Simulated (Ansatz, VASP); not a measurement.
One calculation of BeC, two programs

```
Be C
1.0
     2.90073    0.00000    0.00000
    -1.45036    2.51210    0.00000
     0.00000    0.00000    7.82061
Be C
4 4
Cartesian
  1.4504 0.8374 5.8655
  0.0000 0.0000 0.0000
  0.0000 1.6747 1.9552
  0.0000 0.0000 3.9103
  0.0000 1.6747 6.5724
  1.4504 0.8374 1.2482
  1.4504 0.8374 2.6621
  0.0000 1.6747 5.1585
```

Alike in both runs: functional PBE; k mesh 6 × 6 × 2; occupations gaussian, width 0.1 eV; no spin polarisation.

Ansatz relaxed the structure, and its values are those at the end. VASP's run is a single point on that final structure, the one shown.

|  | VASP | Ansatz |
| --- | --- | --- |
| version | VASP 6.6.1 | Ansatz 0.2.0 |
| potentials or method | VASP PAW PBE potentials, release 64 (Be, C) | scalar-relativistic, plane waves, PAW |
| plane-wave cutoff (eV) | 520 | 420 |
| valence electrons in the cell | 24 | 24 |

|  | VASP | Ansatz | Ansatz less VASP |
| --- | --- | --- | --- |
| gap on the k mesh at the Fermi level (eV) | none | none | - |
| pressure (GPa) | 0.4 | 0.0 | -0.43 |
| rms of the force components (eV/Å) | 0.035 | 0.001 | -0.0346 |

A gap of «none» marks a metal or a gap that the smearing closes. With one functional, cell and mesh, what is left measures potentials, basis and numerics.

Caveats: the k mesh is coarse (spacing up to 0.42 Å⁻¹), so the values aren't converged.
